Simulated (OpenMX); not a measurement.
CsBr under changes of volume

One of the cells (41.278 Å³/atom); the others are scaled copies at fixed shape and fractional positions:

```
Cs Br
1.0
     4.35427    0.00000    0.00000
     0.00000    4.35427    0.00000
     0.00000    0.00000    4.35427
Cs Br
1 1
Direct
  0.00000 0.00000 0.00000
  0.50000 0.50000 0.50000
```

The cell comes from a database or a generator and needn't be the stable form of this composition.

| Quantity | Value |
| --- | --- |
| Program | OpenMX 3.8.5 |
| Functional | PBE |
| Potentials or basis | OpenMX 2013 PBE set, Cs12.0-s3p2d2, Br7.0-s3p2d2, fixed grid of 45 × 45 × 45 points |
| k mesh | 7 × 7 × 7 |
| Occupations | fermi-dirac, width 0.05 eV |
| Spin | no spin polarisation |

```tsv
volume (Å³/atom)	energy over the lowest point (meV/atom)	gap on the mesh (eV)
38.040	23.80	4.77
38.850	15.51	4.73
39.659	9.14	4.62
41.278	?	?
42.087	0.13	4.35
42.896	0.00	4.27
```

What does the run at 41.278 Å³/atom give?

Energy over the lowest point 1.61 meV/atom; gap on the mesh 4.43 eV.

Worked out: A Birch-Murnaghan fit of order 3 (a polynomial in V^(-2/3)) to the other rows has its minimum at 42.57 Å³/atom with B0 = V·E''(V) = 13.4 GPa and B' = 3.7. It gives 1.60 meV/atom at 41.278 Å³/atom, against the run's 1.61. A parabola through the other rows of the gap, of slope -4.68 eV per unit of ln V there, gives 4.45 eV, against the run's 4.43.

Energies are extrapolated to zero smearing.

Caveats: spin-orbit coupling is left out, which moves the levels of the heavy elements; an odd mesh through Γ misses points on the zone boundary, where band edges often lie; the basis of atomic orbitals isn't converged, which shifts pressures, moduli and gaps.
